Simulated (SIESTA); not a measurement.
SiO2 under changes of volume

One of the cells (15.871 Å³/atom); the others are scaled copies at fixed shape and fractional positions:

```
Si O
1.0
     5.06907    0.00000    0.00000
    -2.53454    4.38995    0.00000
     0.00000    0.00000    8.55849
Si O
4 8
Direct
  0.33333 0.66667 0.43713
  0.33333 0.66667 0.06287
  0.66667 0.33333 0.56287
  0.66667 0.33333 0.93713
  0.42126 0.00000 0.00000
  0.33333 0.66667 0.25000
  0.66667 0.33333 0.75000
  0.00000 0.57874 0.50000
  0.57874 0.57874 0.00000
  0.57874 0.00000 0.50000
  0.42126 0.42126 0.50000
  0.00000 0.42126 0.00000
```

The cell comes from a database or a generator and needn't be the stable form of this composition.

- Program: SIESTA 5.4.2
- Functional: PBEsol
- Potentials or basis: PseudoDojo 0.4 standard (PBEsol files)
- Basis: DZP (energy shift 0.003 Ry)
- Grid cutoff: 800 Ry
- Energy shift: 0.003 Ry
- k mesh: 4 × 4 × 2
- Occupations: fermi-dirac, width 0.05 eV
- Spin: no spin polarisation

| volume (Å³/atom) | energy over the lowest point (meV/atom) | pressure (GPa) | gap on the mesh (eV) | largest force (eV/Å) |
| --- | --- | --- | --- | --- |
| 14.919 | 64.23 | 15.7 | 6.97 | 1.104 |
| 15.236 | 37.36 | 11.5 | 6.84 | 0.867 |
| 15.554 | ? | ? | ? | ? |
| 15.871 | 6.04 | 4.5 | 6.52 | 0.451 |
| 16.188 | 0.17 | 1.5 | 6.33 | 0.267 |
| 16.506 | 0.00 | -1.3 | 6.13 | 0.120 |
| 16.823 | 5.05 | -3.8 | 5.92 | 0.116 |

Q: What does the run at 15.554 Å³/atom give?

A: Energy over the lowest point 18.22 meV/atom; pressure 7.9 GPa; gap on the mesh 6.69 eV; largest force 0.651 eV/Å.

Worked out: A Birch-Murnaghan fit of order 3 (a polynomial in V^(-2/3)) to the other rows has its minimum at 16.35 Å³/atom with B0 = V·E''(V) = 141 GPa and B' = 4.1 at fixed shape and positions, which overstates the stiffness. It gives 18.18 meV/atom at 15.554 Å³/atom, against the run's 18.22, and -dE/dV = 7.8 GPa, against 7.9. A parabola through the other rows of the gap, of slope -7.87 eV per unit of ln V there, gives 6.69 eV, against the run's 6.69.

Energies are extrapolated to zero smearing.

Caveats: the basis of atomic orbitals isn't converged, which shifts pressures, moduli and gaps; forces of over 1 eV/Å show positions far from the minimum, so gaps and moduli don't describe the material at rest (some runs).

A mesh can miss the band edges.
